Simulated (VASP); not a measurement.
# MgO (P6_3mc) in VASP: notebook

The runs below take MgO through single point, with LDA.

All numbers are computed with VASP 6.6.1; they aren't measurements. Logs are shortened: lines on timing, memory, paths and dates and some standing lists are left out, and cuts for length are marked.

**1. The structure**

It takes space group P6_3mc (No. 186, hexagonal). Conventional cell: a = 3.308 Å, b = 3.308 Å, c = 4.983 Å, α = 90.00°, β = 90.00°, γ = 120.00°. Around Mg (site symmetry 3m) lie 4 O at 1.97 to 1.99 Å. O (site symmetry 3m) is surrounded by 4 Mg at 1.97 to 1.99 Å.

Measurements of this composition are mostly on another form, of space group No. 225.

**2. Single point, LDA**

INCAR reads:

```
SYSTEM = MgO
PREC     = Accurate       ! precision mode
ENCUT    = 520            ! plane-wave cutoff, eV
EDIFF    = 1E-7           ! SCF threshold, eV
ISMEAR   = 0              ! smearing method
SIGMA    = 0.01           ! smearing width, eV
LREAL    = .False.        ! projectors in reciprocal space
LASPH    = .True.         ! aspherical terms in the spheres
NELM     = 100            ! most SCF steps
ALGO     = Normal         ! electronic algorithm
ISIF     = 2              ! what is computed and relaxed
LWAVE    = .False.        ! write WAVECAR
LCHARG   = .False.        ! write CHGCAR
NBANDS   = 16             ! bands
```

KPOINTS reads:

```
regular mesh
0
Gamma
  5 5 3
  0 0 0
```

POSCAR reads:

```
MgO
1.0
    3.3077869900      0.0000000000      0.0000000000
   -1.6538934900      2.8646275600      0.0000000000
    0.0000000000      0.0000000000      4.9828816700
Mg O
2 2
Direct
    0.3333333333      0.6666666667      0.0021597400
    0.6666666667      0.3333333333      0.5021597400
    0.3333333333      0.6666666667      0.4024402600
    0.6666666667      0.3333333333      0.9024402600
```

Potentials or basis: VASP PAW LDA potentials, release 64 (Mg, O).

The run is started by

```console
> cat potpaw_LDA.64/Mg/POTCAR potpaw_LDA.64/O/POTCAR > POTCAR
> mpirun -np 1 vasp_std > vasp.out
```

OUTCAR:

```text
SYSTEM = MgO
   PREC = Accurate
   ENCUT = 520
   EDIFF = 1E-7
   ISMEAR = 0
   LREAL = .False.
   LASPH = .True.
   NELM = 100
   ISIF = 2

 ion  position               nearest neighbor table
   1  0.333  0.667  0.002-   4 1.97   4 1.97   4 1.97   3 1.99   2 3.14   2 3.14   2 3.14   2 3.14
                             2 3.14   2 3.14
   2  0.667  0.333  0.502-   3 1.97   3 1.97   3 1.97   4 1.99   1 3.14   1 3.14   1 3.14   1 3.14
                             1 3.14   1 3.14
   3  0.333  0.667  0.402-   2 1.97   2 1.97   2 1.97   1 1.99
   4  0.667  0.333  0.902-   1 1.97   1 1.97   1 1.97   2 1.99

  LATTYP: Found a hexagonal cell.
 ALAT       =     3.3077869900
 C/A-ratio  =     1.5064094771

  Lattice vectors:

 A1 = (   3.3077869900,   0.0000000000,   0.0000000000)
 A2 = (  -1.6538934900,   2.8646275600,   0.0000000000)
 A3 = (   0.0000000000,   0.0000000000,   4.9828816700)

Analysis of symmetry for initial positions (statically):
=====================================================================
 Subroutine PRICEL returns:
 Original cell was already a primitive cell.

 Routine SETGRP: Setting up the symmetry group for a
 hexagonal supercell.

 Subroutine GETGRP returns: Found 12 space group operations
 (whereof  6 operations were pure point group operations)
 out of a pool of 24 trial point group operations.

The static configuration has the point symmetry C_3v.
 The point group associated with its full space group is C_6v.

Analysis of symmetry for dynamics (positions and initial velocities):
=====================================================================
 Subroutine PRICEL returns:
 Original cell was already a primitive cell.

 Routine SETGRP: Setting up the symmetry group for a
 hexagonal supercell.

 Subroutine GETGRP returns: Found 12 space group operations
 (whereof  6 operations were pure point group operations)
 out of a pool of 24 trial point group operations.

The dynamic configuration has the point symmetry C_3v.
 The point group associated with its full space group is C_6v.

 Subroutine INISYM returns: Found 12 space group operations
 (whereof  6 operations are pure point group operations),
 and found     1 'primitive' translations

----------------------------------------------------------------------------------------

                                     Primitive cell

  volume of cell :      47.2157

  direct lattice vectors                    reciprocal lattice vectors
     3.307786990  0.000000000  0.000000000     0.302316928  0.174542759  0.000000000
    -1.653893490  2.864627560  0.000000000     0.000000000  0.349085520  0.000000000
     0.000000000  0.000000000  4.982881670     0.000000000  0.000000000  0.200687086

  length of vectors
     3.307786990  3.307786984  4.982881670     0.349085519  0.349085520  0.200687086

  position of ions in fractional coordinates (direct lattice)
     0.333333333  0.666666667  0.002159740
     0.666666667  0.333333333  0.502159740
     0.333333333  0.666666667  0.402440260
     0.666666667  0.333333333  0.902440260

  ion indices of the primitive-cell ions
   primitive index   ion index
                 1           1
                 2           2
                 3           3
                 4           4

----------------------------------------------------------------------------------------

 KPOINTS: regular mesh

Automatic generation of k-mesh.
 Grid dimensions read from file:
 generate k-points for:    5    5    3

 Generating k-lattice:

  Cartesian coordinates                     Fractional coordinates (reciprocal lattice)
     0.060463386  0.034908552  0.000000000     0.200000000 -0.000000000  0.000000000
     0.000000000  0.069817104  0.000000000     0.000000000  0.200000000  0.000000000
     0.000000000  0.000000000  0.066895695     0.000000000  0.000000000  0.333333333

  Length of vectors
     0.069817104  0.069817104  0.066895695

  Shift w.r.t. Gamma in fractional coordinates (k-lattice)
     0.000000000  0.000000000  0.000000000

 Subroutine IBZKPT returns following result:
 ===========================================

 Found     10 irreducible k-points:

 Following reciprocal coordinates:
            Coordinates               Weight
  0.000000  0.000000  0.000000      1.000000
  0.200000 -0.000000  0.000000      6.000000
  0.400000 -0.000000  0.000000      6.000000
  0.200000  0.200000  0.000000      6.000000
  0.400000  0.200000  0.000000      6.000000
  0.000000  0.000000  0.333333      2.000000
  0.200000 -0.000000  0.333333     12.000000
  0.400000 -0.000000  0.333333     12.000000
  0.200000  0.200000  0.333333     12.000000
  0.400000  0.200000  0.333333     12.000000
   k-points           NKPTS =     10   k-points in BZ     NKDIM =     10   number of bands    NBANDS=     16
   number of dos      NEDOS =    301   number of ions     NIONS =      4
   total plane-waves  NPLWV =  31360
   dimension x,y,z NGX =    28 NGY =   28 NGZ =   40
   dimension x,y,z NGXF=    56 NGYF=   56 NGZF=   80
   ions per type =               2   2
   NGX,Y,Z   is equivalent  to a cutoff of  14.07, 14.07, 13.35 a.u.
   NGXF,Y,Z  is equivalent  to a cutoff of  28.15, 28.15, 26.69 a.u.
 SYSTEM =  MgO
   PREC   = accura    normal or accurate (medium, high low for compatibility)
   ISTART =      0    job   : 0-new  1-cont  2-samecut
   ICHARG =      2    charge: 1-file 2-atom 10-const
   ISPIN  =      1    spin polarized calculation?
   LNONCOLLINEAR =      F non collinear calculations
   LSORBIT =      F    spin-orbit coupling
   LASPH  =      T    aspherical Exc in radial PAW
   ENCUT  =  520.0 eV  38.22 Ry    6.18 a.u.   6.15  6.15  9.26*2*pi/ulx,y,z
   NELM   =    100;   NELMIN=  2; NELMDL= -5     # of ELM steps
   EDIFF  = 0.1E-06   stopping-criterion for ELM
   LREAL  =      F    real-space projection
   EDIFFG = 0.1E-05   stopping-criterion for IOM
   NSW    =      0    number of steps for IOM
   IBRION =     -1    ionic relax: 0-MD 1-quasi-New 2-CG
   NFREE  =      0    steps in history (QN), initial steepest desc. (CG)
   ISIF   =      2    stress and relaxation
   ISYM   =      2    0-nonsym 1-usesym 2-fastsym
   POTIM  = 0.5000    time-step for ionic-motion
   TEBEG  =    0.0;   TEEND  =   0.0 temperature during run
   PSTRESS=    0.0 pullay stress
   NELECT =      16.0000    total number of electrons
   NUPDOWN=      -1.0000    fix difference up-down
   EMIN   =  10.00;   EMAX   =-10.00  energy-range for DOS
   EFERMI =   0.00;   METHOD = LEGACY
   ISMEAR =     0;   SIGMA  =   0.01  broadening in eV -4-tet -1-fermi 0-gaus
   EFERMI_NEDOS =   21; number of points for ismear=-14 and -15
   IALGO  =     38    algorithm
   IMIX   =      4    mixing-type and parameters
     AMIX     =   0.40;   BMIX     =  1.00
     AMIX_MAG =   1.60;   BMIX_MAG =  1.00
  volume/ion in A,a.u.               =      11.80        79.66
  Fermi-wavevector in a.u.,A,eV,Ry     =   1.141351  2.156842 17.724080  1.302683
  Thomas-Fermi vector in A             =   2.278052
   LORBIT       =      0    0 simple, 1 ext, 2 COOP (PROOUT), +10 PAW based schemes
   GGA     = CA    functional components
   LHFCALC =     F    Hartree Fock is set to
   AEXX    =    0.0000 exact exchange contribution
   IVDW    =     0    specifies the selected vdW correction
   LEPSILON=     F    determine dielectric tensor
   LRPA    =     F    only Hartree local field effects (RPA)
 non-spin polarized calculation
 Gauss-broadening in eV      SIGMA  =   0.01
  energy-cutoff  :      520.00
  volume of cell :       47.22
 maximum number of plane-waves:      1303
 NGX is ok and might be reduce to    28
   NGX = 13   NGY = 13   NGZ = 19

 number of electron      15.9999997 magnetization

 Free energy of the ion-electron system (eV)
  ---------------------------------------------------
  ext. energy  EPLUGINS =         0.00000000
  ---------------------------------------------------
  free energy    TOTEN  =       -26.22732913 eV

  energy without entropy =      -26.22732913  energy(sigma->0) =      -26.22732913

 E-fermi :   0.9217     XC(G=0): -10.2703

 val. band max:        0.8258185603   @ k =   0.0000   0.0000   0.0000
 cond. band min:       4.1821521946   @ k =   0.0000   0.0000   0.0000
 fundamental gap:      3.3563336343
 Fermi energy:         0.9217287015

 k-point     1 :       0.0000    0.0000    0.0000
  band No.  band energies     occupation
      1     -15.1564      2.00000
      2     -14.2966      2.00000
      3      -2.5266      2.00000
      4       0.0258      2.00000
      5       0.0258      2.00000
      6       0.3741      2.00000
[... 8 lines left out ...]
     15      16.9562      0.00000
     16      16.9562      0.00000

 k-point     2 :       0.2000   -0.0000    0.0000
  band No.  band energies     occupation
      1     -14.9586      2.00000
      2     -14.2374      2.00000
      3      -2.1475      2.00000
      4      -0.9186      2.00000
      5      -0.4578      2.00000
      6      -0.1961      2.00000
[... 8 lines left out ...]
     15      15.7608      0.00000
     16      16.0968      0.00000

 k-point     3 :       0.4000   -0.0000    0.0000
  band No.  band energies     occupation
      1     -14.5657      2.00000
      2     -14.1944      2.00000
      3      -2.1727      2.00000
      4      -1.3326      2.00000
      5      -1.2006      2.00000
      6      -0.4737      2.00000
[... 8 lines left out ...]
     15      14.7220      0.00000
     16      16.3421      0.00000
[... 96 lines left out ...]
 k-point     9 :       0.2000    0.2000    0.3333
  band No.  band energies     occupation
      1     -14.5382      2.00000
      2     -14.3037      2.00000
      3      -1.9786      2.00000
      4      -1.8664      2.00000
      5      -0.5944      2.00000
      6      -0.3688      2.00000
[... 8 lines left out ...]
     15      14.6956      0.00000
     16      17.1777      0.00000

 k-point    10 :       0.4000    0.2000    0.3333
  band No.  band energies     occupation
      1     -14.3450      2.00000
      2     -14.2617      2.00000
      3      -2.2015      2.00000
      4      -1.8809      2.00000
      5      -1.1457      2.00000
      6      -0.5980      2.00000
[... 8 lines left out ...]
     15      14.8857      0.00000
     16      17.1004      0.00000

------------------------ aborting loop because EDIFF is reached ----------------------------------------

  FORCE on cell =-STRESS in cart. coord.  units (eV):
  Direction    XX          YY          ZZ          XY          YZ          ZX
  --------------------------------------------------------------------------------------
  -------------------------------------------------------------------------------------
  Total       -1.6590142     -1.6590142     -1.4531661     -0.0000000      0.0000000     -0.0000000
  in kB      -56.2955936    -56.2955935    -49.3105167     -0.0000001      0.0000000     -0.0000000
  external PRESSURE =     -53.9672346 kB  Pullay stress =       0.0000000 kB

 VOLUME and BASIS-vectors are now :
 -----------------------------------------------------------------------------
  energy-cutoff  :      520.00
  volume of cell :       47.22
      direct lattice vectors                 reciprocal lattice vectors
     3.307786990  0.000000000  0.000000000     0.302316928  0.174542759  0.000000000
    -1.653893490  2.864627560  0.000000000     0.000000000  0.349085520  0.000000000
     0.000000000  0.000000000  4.982881670     0.000000000  0.000000000  0.200687086

 POSITION                                       TOTAL-FORCE (eV/Angst)
 -----------------------------------------------------------------------------------
      0.00000      1.90975      0.01076        -0.000000     -0.000000      0.048332
      1.65389      0.95488      2.50220         0.000000      0.000000      0.048332
      0.00000      1.90975      2.00531         0.000000      0.000000     -0.048332
      1.65389      0.95488      4.49675        -0.000000      0.000000     -0.048332
 -----------------------------------------------------------------------------------
    total drift:                               -0.000000     -0.000000      0.001077

  FREE ENERGIE OF THE ION-ELECTRON SYSTEM (eV)
  ---------------------------------------------------
  free  energy   TOTEN  =       -26.2273291318 eV

  energy  without entropy=      -26.2273291318  energy(sigma->0) =      -26.22732913
```

Wall time 6.7 s (1 thread of Intel Xeon 6975P-C (Granite Rapids), shared host); peak memory 0.15 GiB.

What came out:

* Free energy: -26.2273 eV
* Pressure: -5.4 GPa
* Largest force: 0.048 eV/Å
* Band gap on the k mesh: 3.36 eV, direct

Forces on the atoms (eV/Å):
```
Mg   0.000  0.000  0.048
Mg   0.000  0.000  0.048
O    0.000  0.000 -0.048
O    0.000  0.000 -0.048
```

Levels at points of the mesh, in eV from the valence-band top:
```
           k point  band 4  band 5  band 6  band 7  band 8  band 9  band 10  band 11  band 12  band 13
(0.00, 0.00, 0.00)   -0.80   -0.80   -0.45   -0.45    0.00    3.36     8.31    10.16    13.81    13.81
```

Caveat: the k mesh is coarse (spacing up to 0.44 Å⁻¹), so the values aren't converged. A hybrid or GW would open this gap; LDA tends to underestimate it.

**3. Single point, LDA**

INCAR reads:

```
SYSTEM = MgO
PREC = Accurate
ENCUT = 520
EDIFF = 1E-6
ISMEAR = 0
SIGMA = 0.01
LREAL = .FALSE.
LASPH = .TRUE.
NELM = 100
ALGO = Fast
ISIF = 2
LWAVE = .FALSE.
LCHARG = .FALSE.
NBANDS = 16
```

KPOINTS reads:

```
regular mesh
0
G
  5 5 3
  0 0 0
```

POSCAR is that of step 2.

Potentials or basis: VASP PAW LDA potentials, release 64 (Mg, O).

The run is started by

```console
> cat potpaw_LDA.64/Mg/POTCAR potpaw_LDA.64/O/POTCAR > POTCAR
> mpirun -np 1 vasp_std > vasp.out
```

Wall time 10 s (1 thread of Intel Xeon 6975P-C (Granite Rapids), shared host); peak memory 0.15 GiB.

Results (log left out):

| Item | Value |
| --- | --- |
| Free energy | -26.2273 eV |
| Pressure | -5.3 GPa |
| Largest force | 0.048 eV/Å |
| Band gap on the k mesh | 3.36 eV, direct |

Forces in eV/Å, atoms in the order of the input:
```
Mg   0.000  0.000  0.048
Mg   0.000  0.000  0.048
O    0.000  0.000 -0.048
O    0.000  0.000 -0.048
```

Stress tensor (GPa, compression positive):
```
-5.56  0.00  0.00
 0.00 -5.56  0.00
 0.00  0.00 -4.86
```

Levels at points of the mesh, in eV from the valence-band top:
```tsv
k point	band 5	band 6	band 7	band 8	band 9	band 10	band 11	band 12
(0.00, 0.00, 0.00)	-0.80	-0.45	-0.45	0.00	3.36	8.31	10.16	13.81
```

Caveat: the k mesh is coarse (spacing up to 0.44 Å⁻¹), so the values aren't converged. Expect the measured gap to be larger: semilocal functionals such as LDA lack the derivative discontinuity.
